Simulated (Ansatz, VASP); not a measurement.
**One calculation of HgTe (Coloradoite), two programs**

```
Hg Te
1.0
     0.00000    3.08752    3.08752
     3.08752    0.00000    3.08752
     3.08752    3.08752    0.00000
Hg Te
1 1
Direct
  0.00000 0.00000 0.00000
  0.25000 0.25000 0.25000
```

Alike in both runs: task single point; functional PBE; dispersion D3(BJ); k mesh 10 × 10 × 10; occupations gaussian, width 0.05 eV; no spin polarisation.

|  | VASP | Ansatz |
| --- | --- | --- |
| version | VASP 6.6.1 | Ansatz 0.2.0 |
| potentials or method | VASP PAW PBE potentials, release 64 (Hg, Te) | scalar-relativistic, plane waves, PAW |
| plane-wave cutoff (eV) | 520 | 420 |
| valence electrons in the cell | 18 | 36 |

Ansatz gave:

```
gap on the k mesh at the Fermi level (eV) : none
pressure (GPa)                            : 10.9
```

**Question.** Which values does VASP return?

**Answer.** gap on the k mesh at the Fermi level (eV): none; pressure (GPa): 11.1.

A gap of «none» marks a metal or a gap that the smearing closes. The two sets of potentials don't hold the same shells in valence.

Caveats: pairwise dispersion overbinds metals, which lowers pressure and volume. Spin-orbit coupling is left out, which matters for the levels of Hg, Te.
